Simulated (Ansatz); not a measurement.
# Mo3S6 sheet: levels of theory

Aim: for Mo3S6 sheet, compare levels of theory; the runs are relaxing the atoms and single point.

Program: Ansatz 0.2.0. Level of theory: DFT PBE+D3(BJ), scalar-relativistic, plane waves, PAW, and further levels as typed in the inputs. These are calculated values, not measurements.

## 1. The starting structure

It takes space group P-6m2 (No. 187, hexagonal). The conventional cell has a = 3.128 Å, b = 3.128 Å, c = 33.424 Å, α = 90.00°, β = 90.00°, γ = 120.00°. Around S (site symmetry 3m) lie 3 Mo at 2.39 Å. Mo (site symmetry 3m) is surrounded by 6 S at 2.39 Å. Mo (site symmetry -6m2) is surrounded by 6 S at 2.39 Å.

Coordinates:

```
S Mo
1.0
     3.12840    0.00000    0.00000
    -1.56420    2.70927    0.00000
     0.00000    0.00000   33.42400
S Mo
6 3
Direct
  0.66667 0.33333 0.26927
  0.66667 0.33333 0.36291
  0.33333 0.66667 0.45318
  0.33333 0.66667 0.54682
  0.66667 0.33333 0.63709
  0.66667 0.33333 0.73073
  0.33333 0.66667 0.31609
  0.66667 0.33333 0.50000
  0.33333 0.66667 0.68391
```

## 2. Relaxing the atoms: Mo3S6 sheet, no spin

input.yaml reads:

```yaml
crystal:
  lattice:
    - [3.1284, 0.0, 0.0]
    - [-1.5642, 2.7092738732, 0.0]
    - [0.0, 0.0, 33.424]
  atoms:
    - { symbol: S, position: [0.6666666667, 0.3333333333, 0.2692675921] }
    - { symbol: Mo, position: [0.3333333333, 0.6666666667, 0.3160902346] }
    - { symbol: S, position: [0.6666666667, 0.3333333333, 0.362912877] }
    - { symbol: S, position: [0.3333333333, 0.6666666667, 0.4531773576] }
    - { symbol: Mo, position: [0.6666666667, 0.3333333333, 0.5] }
    - { symbol: S, position: [0.3333333333, 0.6666666667, 0.5468226424] }
    - { symbol: S, position: [0.6666666667, 0.3333333333, 0.637087123] }
    - { symbol: Mo, position: [0.3333333333, 0.6666666667, 0.6839097654] }
    - { symbol: S, position: [0.6666666667, 0.3333333333, 0.7307324079] }
  periodic: [true, true, false]
scf:
  occupations: { method: gaussian, width: 0.02 }
  n_extra_bands: 6
output:
  forces: true
  stress: false
  write_density: true
  write_potential: true
  elf: true
  volumetric_format: npy
kpoints:
  mp_grid: { grid: [12, 12, 1] }
hamiltonian:
  xc: pbe
  dispersion: d3bj
relax:
  f_tol: 0.004
  max_steps: 100
```

Launch:

```bash
$ ansatz run input.yaml --threads 4 --pin off --max-ram 14336MiB --backend cpu --events-out ev --progress --plain --runs-dir out
```

The program printed (excerpt; [...] marks lines left out):

```text
Warning: crystal.periodic: the lattice vector that does not repeat stood 0.000° off the slab's normal, 33.424 Å along it as the deck builds it. The run solves the slab on a vector along the normal, 54.648 Å long, with every atom where it was (on the deck's vector they left 18.00 Å outside [...]
Warning: RAYON_NUM_THREADS=4 ignored (pool sized by the plan → 4); use --threads N
[...]
scf.n_extra_bands = 6 over 39 filled bands (N_el = 78.0): the run solves 45 bands
[...]
Pseudopotentials: kind: paw
Pseudopotential: S, paw, valence charge 6, recommended cutoff 420 eV (normal), S.paw.azcp
Pseudopotential: Mo, paw, valence charge 14, recommended cutoff 420 eV (normal), Mo.paw.azcp
Functional definition: PBE
[...]
Crystal: 9 atoms, lattice volume = 463.180 Å³
Basis set: ecut = 420 eV, 8991 PW (Γ), exchange–correlation on 48×48×750 points (8 copies of the dense FFT grid, shifted against one another)
Bands: 45, of which v1, the nominal top of the filled ones, is band 39 counted from 1 (38 counted from 0)
Symmetry: 12 space group operations
Space group: P-6m2 (ITA 187), of the structure as read, at distance tolerance 7.7e-5 Å
k-points: 19 of 144 (time reversal used)
[...]
SCF iter   1: F=—  HF=-20291.805202 eV  |F-HF|=—  |Δ(HF+E_count)|=         —  Δρ=3.47e-3  dr2=1.10e-1  ethr=1.77e-3  ⟨swp⟩=11.3  Hψ=5408  notcnv=0
[...]
relax step   1: F+E_penalty+E_count = -20291.82189761 eV  Δ(F+E_penalty+E_count) = +0.000e0 eV  max|allowed force component| = 2.146e-1 eV/Å  Δτ_max = 0.0000 Å  (9 SCF iters, dr2 threshold 4.00e-7 eV, accepted)
[...]
NSCF: frozen V_eff on 19 k-points
[...]
SCF converged after 8 iterations
Free energy (F): -20291.831396 eV
[...]
E sigma→0 (E₀):  -20291.831396 eV
Fermi energy:    -4.821901 eV
[...]
--- Forces (eV/Å), atoms counted from 1 ---
  atom   1  S      0.00000000    -0.00000000    -0.00313104
  atom   2  Mo     0.00000000    -0.00000000     0.00351639
  atom   3  S      0.00000000    -0.00000000    -0.00008676
  atom   4  S      0.00000000     0.00000000     0.00236328
  atom   5  Mo     0.00000000     0.00000000     0.00000000
  atom   6  S     -0.00000000     0.00000000    -0.00236328
  atom   7  S     -0.00000000    -0.00000000     0.00008676
  atom   8  Mo     0.00000000    -0.00000000    -0.00351639
[...]
--- Band table (eV; the first three rows and the last of 19) ---
[...]
--- Relaxed structure (4 steps of the walk, 4 accepted, 0 SCFs on fresh bases) ---
  F+E_penalty+E_count = -20291.83139563 eV   max|allowed force component| = 3.516e-3 eV/Å
  cell:  # Å, volume = 463.1796 Å³
    - [3.1284000000004397, 0.0, 0.0]
    - [-1.5642000000002199, 2.709273873199619, 0.0]
    - [0.0, 0.0, 54.6480000065984]
  atoms:
    - { symbol: S, position: [0.6666666666666666, 0.3333333333333332, 0.1659394905294991] }
    - { symbol: Mo, position: [0.3333333333333333, 0.6666666666666666, 0.194766873050525] }
    - { symbol: S, position: [0.6666666666666666, 0.3333333333333332, 0.22356970187079309] }
    - { symbol: S, position: [0.3333333333333333, 0.6666666666666666, 0.27702163854006734] }
    - { symbol: Mo, position: [0.6666666666666666, 0.3333333333333332, 0.3058117405574244] }
    - { symbol: S, position: [0.3333333333333333, 0.6666666666666666, 0.33460184257478137] }
    - { symbol: S, position: [0.6666666666666666, 0.3333333333333332, 0.38805377924405576] }
    - { symbol: Mo, position: [0.3333333333333333, 0.6666666666666666, 0.4168566080643238] }
    - { symbol: S, position: [0.6666666666666666, 0.3333333333333332, 0.4456839905853498] }
```

Run time: 24 s. Hardware: 4 threads of Intel Xeon 6975P-C (Granite Rapids), shared host; peak memory 1.1 GiB.

Step by step:

```csv
step,energy from step 1 (eV/cell),largest force component (eV/Å)
1,0.0000,0.2146
2,-0.0037,0.1555
3,-0.0095,0.0126
4,-0.0095,0.0035
```

Step 1 is the start.

Density in a lattice plane of the grid's cell (edges 3.13 and 54.65 Å, at 0.333 of the third edge), which holds S and Mo.

Ten even steps from ' ' (0.00 e/Å³) to '@' (6.22 e/Å³):
```
            
            
            
            
            
            
            
            
            
            
      ......
      ......
            
      ++@@++
            
  ..        
        ..  
            
            
            
```
Columns run along the first of these edges and rows up along the second, over one cell in 6 and 20 even steps from the bottom left corner. Atoms in the plane (fractional): S at (0.67, 0.17), S at (0.67, 0.22), Mo at (0.67, 0.31), S at (0.67, 0.39), S at (0.67, 0.45).

ELF in the same plane.

Ten even steps from '0' (0.00) to '9' (0.95):
```
000000
000000
000000
000000
000000
000000
000000
000000
000000
000000
717727
514868
474000
232767
000242
232232
505999
000000
000000
000000
```
Columns run along the first of these edges and rows up along the second, over one cell in 6 and 20 even steps from the bottom left corner. Atoms in the plane (fractional): S at (0.67, 0.17), S at (0.67, 0.22), Mo at (0.67, 0.31), S at (0.67, 0.39), S at (0.67, 0.45).

Both are smooth fields of the valence electrons: close to the nuclei they are not physical.

Maxima of ELF outside the ion cores: 0.96 beside S, off the lines to its neighbours, 0.9 Å from S; 0.86 on the S–Mo line, 0.8 Å from S; 0.47 between the atoms, 1.8 Å from Mo.

## 3. Single point: PBE

It takes the final geometry of step 2.

input.yaml reads:

```yaml
crystal:
  lattice:
    - [3.1284, 0.0, 0.0]
    - [-1.5642, 2.7092738732, 0.0]
    - [0.0, 0.0, 54.6480000066]
  atoms:
    - { symbol: S, position: [0.6666666667, 0.3333333333, 0.1659394905] }
    - { symbol: Mo, position: [0.3333333333, 0.6666666667, 0.1947668731] }
    - { symbol: S, position: [0.6666666667, 0.3333333333, 0.2235697019] }
    - { symbol: S, position: [0.3333333333, 0.6666666667, 0.2770216385] }
    - { symbol: Mo, position: [0.6666666667, 0.3333333333, 0.3058117406] }
    - { symbol: S, position: [0.3333333333, 0.6666666667, 0.3346018426] }
    - { symbol: S, position: [0.6666666667, 0.3333333333, 0.3880537792] }
    - { symbol: Mo, position: [0.3333333333, 0.6666666667, 0.4168566081] }
    - { symbol: S, position: [0.6666666667, 0.3333333333, 0.4456839906] }
  periodic: [true, true, false]
scf:
  occupations: { method: gaussian, width: 0.01 }
  n_extra_bands: 8
output:
  eigenvalues: true
  eigenstates:
    kpoints:
      - [0.333333, 0.333333, 0.0]
      - [0.0, 0.0, 0.0]
      - [0.166667, 0.166667, 0.0]
      - [0.175, 0.175, 0.0]
      - [0.183333, 0.183333, 0.0]
    top_band: c8
    e_range: [-2.5, 3]
kpoints:
  mp_grid: { grid: [12, 12, 1] }
hamiltonian:
  xc: pbe
```

Launch:

```bash
$ ansatz run input.yaml --threads 4 --pin off --max-ram 14336MiB --backend cpu --events-out ev --progress --plain --runs-dir out
```

The program printed (excerpt; [...] marks lines left out):

```text
Warning: RAYON_NUM_THREADS=4 ignored (pool sized by the plan → 4); use --threads N
scf.n_extra_bands = 8 over 39 filled bands (N_el = 78.0): the run solves 47 bands
[...]
[... 4 set-up lines as earlier in the session ...]
[...]
Crystal: 9 atoms, lattice volume = 463.180 Å³
Basis set: ecut = 420 eV, 8991 PW (Γ)
Bands: 47, of which v1, the nominal top of the filled ones, is band 39 counted from 1 (38 counted from 0)
[... 2 set-up lines as earlier in the session ...]
k-points: 19 of 144 (time reversal used)
[...]
SCF iter   1: F=—  HF=-20288.210454 eV  |F-HF|=—  |Δ(HF+E_count)|=         —  Δρ=3.48e-3  dr2=1.25e-1  ethr=1.77e-3  ⟨swp⟩=11.8  Hψ=5789  notcnv=0
[...]
SCF iter  10: F=-20288.225549 eV  HF=-20288.225549 eV  |F-HF|=1.82e-8  |Δ(HF+E_count)|=   2.57e-8  Δρ=1.92e-6  dr2=2.20e-8  ethr=1.28e-10  ⟨swp⟩=13.4  Hψ=3380  notcnv=0
[...]
NSCF: frozen V_eff on 5 k-points
SCF converged after 10 iterations
Free energy (F): -20288.225549 eV
[...]
E sigma→0 (E₀):  -20288.225549 eV
Fermi energy:    -4.821639 eV
[...]
--- Band table (eV; the first three rows and the last of 19) ---
[...]
```

It took 8.2 s on 4 threads of Intel Xeon 6975P-C (Granite Rapids), shared host; peak memory 1 GiB.

## 4. Single point: PBE with spin-orbit coupling

It takes the final geometry of step 2.

Edit input.yaml of step 3 so:

```diff
@@ -34 +34,5 @@
   xc: pbe
+  pseudopotentials: { kind: paw_fr }
+magnetization:
+  noncollinear: true
+  spin_orbit: true
```

Launch:

```bash
$ ansatz run input.yaml --threads 4 --pin off --max-ram 14336MiB --backend cpu --events-out ev --progress --plain --runs-dir out
```

The program printed (excerpt; [...] marks lines left out):

```text
Warning: RAYON_NUM_THREADS=4 ignored (pool sized by the plan → 4); use --threads N
scf.n_extra_bands = 8 over 78 filled bands (N_el = 78.0): the run solves 86 bands
[...]
Pseudopotentials: kind: paw_fr
Pseudopotential: S, paw_fr, valence charge 6, recommended cutoff 420 eV (normal), S.paw.azcp#standard-fr
Pseudopotential: Mo, paw_fr, valence charge 14, recommended cutoff 420 eV (normal), Mo.paw.azcp#standard-fr
[... 1 set-up line as earlier in the session ...]
[...]
non-collinear run that drives no moment, with spin-orbit: no starting moment large enough to seed its density (crystal.atoms[].spin), no starting occupations that ask for one, no magnetisation constraint and no magnetic field, so the semilocal B_xc is pinned to zero
Crystal: 9 atoms, lattice volume = 463.180 Å³
Basis set: ecut = 420 eV, 8991 PW (Γ)
Bands: 86, of which v1, the nominal top of the filled ones, is band 78 counted from 1 (77 counted from 0)
[...]
NSCF: frozen V_eff on 5 k-points
SCF converged after 13 iterations
Magnetization: |M| = 0.0000 μB,  M = (+0.0000, +0.0000, +0.0000) μB
Absolute magnetization: 0.0000 μB (∫|m|)
  site 0: m = (+0.0000, +0.0000, +0.0000) μB, |m| = 0.0000 μB  (R = 0.99 Å)
  site 1: m = (+0.0000, +0.0000, +0.0000) μB, |m| = 0.0000 μB  (R = 0.99 Å)
  site 2: m = (+0.0000, +0.0000, +0.0000) μB, |m| = 0.0000 μB  (R = 0.99 Å)
  site 3: m = (+0.0000, +0.0000, +0.0000) μB, |m| = 0.0000 μB  (R = 0.99 Å)
  site 4: m = (+0.0000, +0.0000, +0.0000) μB, |m| = 0.0000 μB  (R = 0.99 Å)
  site 5: m = (+0.0000, +0.0000, +0.0000) μB, |m| = 0.0000 μB  (R = 0.99 Å)
  site 6: m = (+0.0000, +0.0000, +0.0000) μB, |m| = 0.0000 μB  (R = 0.99 Å)
  site 7: m = (+0.0000, +0.0000, +0.0000) μB, |m| = 0.0000 μB  (R = 0.99 Å)
  site 8: m = (+0.0000, +0.0000, +0.0000) μB, |m| = 0.0000 μB  (R = 0.99 Å)
Free energy (F): -20291.761001 eV
[...]
E sigma→0 (E₀):  -20291.761001 eV
Fermi energy:    -4.821135 eV
[...]
--- Band table (eV; the first three rows and the last of 19) ---
[...]
```

It took 75 s on 4 threads of Intel Xeon 6975P-C (Granite Rapids), shared host; peak memory 3.7 GiB.

## 5. Single point: HSE06, no spin, mesh 6×6×1

It takes the final geometry of step 2.

Edit input.yaml of step 4 so:

```diff
@@ -30,9 +30,9 @@
     e_range: [-2.5, 3]
+  write_density: true
+  write_potential: true
+  elf: true
+  volumetric_format: npy
 kpoints:
-  mp_grid: { grid: [12, 12, 1] }
+  mp_grid: { grid: [6, 6, 1] }
 hamiltonian:
-  xc: pbe
-  pseudopotentials: { kind: paw_fr }
-magnetization:
-  noncollinear: true
-  spin_orbit: true
+  xc: hse06
```

Launch:

```bash
$ ansatz run input.yaml --threads 4 --pin off --max-ram 14336MiB --backend cpu --events-out ev --progress --plain --runs-dir out
```

The program printed (excerpt; [...] marks lines left out):

```text
Warning: RAYON_NUM_THREADS=4 ignored (pool sized by the plan → 4); use --threads N
scf.n_extra_bands = 8 over 39 filled bands (N_el = 78.0): the run solves 47 bands
[...]
[... 3 set-up lines as earlier in the session ...]
Functional definition: HSE06
[...]
Crystal: 9 atoms, lattice volume = 463.180 Å³
Basis set: ecut = 420 eV, 8991 PW (Γ)
Bands: 47, of which v1, the nominal top of the filled ones, is band 39 counted from 1 (38 counted from 0)
[... 2 set-up lines as earlier in the session ...]
k-points: 7 of 36 (time reversal used)
[...]
SCF iter   1: F=—  HF=-20288.197900 eV  |F-HF|=—  |Δ(HF+E_count)|=         —  Δρ=3.59e-3  dr2=1.30e-1  ethr=1.77e-3  ⟨swp⟩=7.1  Hψ=1641  notcnv=0
[...]
SCF 1 stopped early in 7 iterations: F = -20288.217996 eV  dr2 = 3.89e-5
[...]
Frozen-core exchange: fock
[...]
Frozen-core exchange: fock
[...]
SCF iter   6: F=-20297.346382 eV  HF=-20297.346382 eV  |F-HF|=9.51e-9  |Δ(HF+E_count)|=   5.97e-7  Δρ=2.08e-6  dr2=4.16e-8  ethr=7.55e-12  ⟨swp⟩=6.1  Hψ=1214  notcnv=0
[...]
hybrid outer 2: dexx = +8.397e-6 eV, tail = 1.08e-7 eV, Δε = 5.90e-3 eV (about 2.36e-4 eV left of the loop's levels)
NSCF: frozen V_eff on 5 k-points
WARN: The output density's exchange-correlation potential varies sharply where the density is thin. Do not read a vacuum level from v_tot or v_xc, or from such a field of the output density. On a cell that repeats whose density bears no net charge and no dipole along the vacuum's axis use [...]
hybrid SCF converged: 2 outer / 14 inner (+7 warm-up), last move |dexx| = 8.40e-6 eV, tail = 1.08e-7 eV
Stability not checked: this state was not tested for a lower state beside it, because the functional holds exact exchange (a hybrid, or Hartree-Fock), whose exchange loop this test does not read (fock_operator; see scf.lower_state_search)
Free energy (F): -20297.346382 eV
Frozen-core exchange: fock
[...]
E sigma→0 (E₀):  -20297.346382 eV
Fermi energy:    -4.966865 eV
[...]
--- Band table (eV; the first three rows and the last of 7) ---
[...]
  the weakly bound empty levels are not read free of the cell's end (exact_exchange)
```

Wall time 2.8 min (4 threads of Intel Xeon 6975P-C (Granite Rapids), shared host); peak memory 7.5 GiB.

Density in a lattice plane of the grid's cell (edges 3.13 and 54.65 Å, at 0.333 of the third edge), which holds S and Mo.

Ten even steps from '0' (0.00 e/Å³) to '9' (6.21 e/Å³):
```
000000
000000
000000
000000
000000
000000
000000
000000
000000
000000
000101
000111
000000
000595
000000
010000
000010
000000
000000
000000
```
Columns run along the first of these edges and rows up along the second, over one cell in 6 and 20 even steps from the bottom left corner. Atoms in the plane (fractional): S at (0.67, 0.17), S at (0.67, 0.22), Mo at (0.67, 0.31), S at (0.67, 0.39), S at (0.67, 0.45).

ELF in the same plane.

Values, 12 rows by 6 columns:
```
0.00 0.00 0.00 0.00 0.00 0.00
0.00 0.00 0.00 0.00 0.00 0.00
0.00 0.00 0.00 0.00 0.00 0.00
0.00 0.00 0.00 0.00 0.00 0.00
0.00 0.00 0.00 0.00 0.00 0.00
0.00 0.00 0.00 0.01 0.03 0.01
0.22 0.43 0.25 0.17 0.18 0.17
0.72 0.75 0.70 0.36 0.18 0.34
0.05 0.06 0.05 0.22 0.43 0.23
0.72 0.19 0.70 0.66 0.02 0.63
0.00 0.00 0.00 0.00 0.00 0.00
0.00 0.00 0.00 0.00 0.00 0.00
```
Columns run along the first of these edges and rows up along the second, over one cell in 6 and 12 even steps from the bottom left corner. Atoms in the plane (fractional): S at (0.67, 0.17), S at (0.67, 0.22), Mo at (0.67, 0.31), S at (0.67, 0.39), S at (0.67, 0.45).

Both are smooth fields of the valence electrons: close to the nuclei they are not physical.

The highest ELF values outside the cores: 0.96 beside S, off the lines to its neighbours, 0.9 Å from S; 0.87 on the S–Mo line, 0.8 Å from S; 0.50 between the atoms, 1.8 Å from Mo.

## 6. Results

| step | level | k mesh | energy (eV) | gap on the mesh (eV) | time |
| --- | --- | --- | --- | --- | --- |
| 2 | PBE+D3(BJ) | 12×12×1 | -20291.831 | 1.03 | 24 s |
| 3 | PBE | 12×12×1 | -20288.226 | 1.03 | 8.2 s |
| 4 | PBE with spin-orbit coupling | 12×12×1 | -20291.761 | 1.03 | 75 s |
| 5 | HSE06 | 6×6×1 | -20297.346 | 1.61 | 2.8 min |

Totals of different systems or levels have different zeros; only balanced differences at one level mean anything.

The rows set the runs side by side; convergence of the settings was not tested in this session.
